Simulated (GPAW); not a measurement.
**Cu in GPAW: the effect of functional**

Cu:

```xyz
1
Lattice="-1.4428 1.4428 1.3761 1.4428 -1.4428 1.3761 1.4428 1.4428 -1.3761" Properties=species:S:1:pos:R:3 pbc="T T T"
Cu    0.0000    0.0000    0.0000
```

This isn't the form of Cu at room conditions, which is fcc.

Alike in all runs:

- Program: GPAW 26.7.0
- Task: band structure
- Potentials or basis: GPAW PAW data sets (gpaw-data 1.2.1)
- Cutoff: 600 eV
- Basis: pw
- k mesh: 13 × 13 × 13
- Occupations: fermi-dirac, width 0.05 eV
- Spin: no spin polarisation

```tsv
functional	pressure (GPa)
SCAN	-0.5
TPSS	1.5
r2SCAN	?
```

Q: What does the run with functional r2SCAN give?

A: Pressure 2.1 GPa.

Caveats: with this Cu data set, volumes or pressures lay over 1.5 % or 2 GPa off other programs in two to four cells of ten; the PAW data sets were made with another functional, which shifts forces and pressure a little.
